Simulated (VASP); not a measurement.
## Nd under changes of volume

One of the cells (36.059 Å³/atom); the others are scaled copies at fixed shape and fractional positions:

```
Nd
1.0
     0.00000    2.62217    2.62217
     2.62217    0.00000    2.62217
     2.62217    2.62217    0.00000
Nd
1
Cartesian
  0.0000 0.0000 0.0000
```

This isn't the form of Nd at room conditions, which is double hcp.

| Quantity | Value |
| --- | --- |
| Program | VASP 6.6.1 |
| Functional | PBE |
| Potentials or basis | VASP PAW PBE potentials, release 64 (Nd) |
| Cutoff | 520 eV |
| k mesh | 9 × 9 × 9 |
| Occupations | fermi-dirac, width 0.05 eV |
| Spin | collinear spin, ferromagnetic start |
| Starting moments | [3.0] μB |

```tsv
volume (Å³/atom)	energy over the lowest point (meV/atom)	pressure (GPa)	moment (μB per cell)
33.231	5.82	0.8	4.04
33.938	2.37	0.5	4.10
34.645	0.00	0.2	4.15
36.059	0.54	-0.6	4.20
36.766	?	?	?
37.473	8.05	-1.2	4.24
```

Question: What does the run at 36.766 Å³/atom give?

Answer: Energy over the lowest point 3.52 meV/atom; pressure -0.9 GPa; moment 4.22 μB per cell.

Worked out: A Birch-Murnaghan fit of order 3 (a polynomial in V^(-2/3)) to the other rows has its minimum at 35.27 Å³/atom with B0 = V·E''(V) = 19.0 GPa (rough, since the energies scatter). It gives 3.35 meV/atom at 36.766 Å³/atom, against the run's 3.52, and -dE/dV = -0.9 GPa, against -0.9. A parabola through the other rows of the moment, of slope 0.0207 μB per Å³/atom there, gives 4.23 μB, against the run's 4.22.

Energies are extrapolated to zero smearing.

Caveats: the magnetic or orbital state may not be the lowest.
